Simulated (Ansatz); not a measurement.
## All-electron equations of state of elemental crystals

All-electron LAPW (Ansatz 0.2.0), scalar-relativistic, no spin, Fermi–Dirac smearing 0.136 eV, k-meshes of 8 to 18 points an axis; Birch–Murnaghan fits to pressures. Some or most of these lattices are hypothetical for the element, and V0 is the minimum nearest the starting volume; lattices without a usable fit are left out; mesh and smearing are coarse, and magnetic elements are treated as non-magnetic.

```
element  lattice  functional  V0 (Å³/atom)  B0 (GPa)   B′  k-points per axis
      H      bcc         PBE          2.97       108  3.3                 18
      H      bcc      PBEsol          2.91       114  3.2                 18
      H  diamond         LDA          3.34        97  3.1                 15
      H  diamond         PBE          3.42        91  3.2                 15
      H  diamond      PBEsol          3.35        96  3.1                 15
      H      fcc         LDA          2.91       115  3.2                 18
      H      fcc      PBEsol          2.91       114  3.2                 18
      H       sc         LDA          3.02       108  3.2                 18
      H       sc         PBE          3.09       101  3.2                 18
      H       sc      PBEsol          3.03       107  3.2                 18
```

**Question.** Give V0 and B0 for fcc H in PBE.

**Answer.** 2.97 Å³/atom and 107.9 GPa.

**Question.** Give V0 and B0 for bcc H in LDA.

**Answer.** 2.91 Å³/atom and 114.6 GPa.
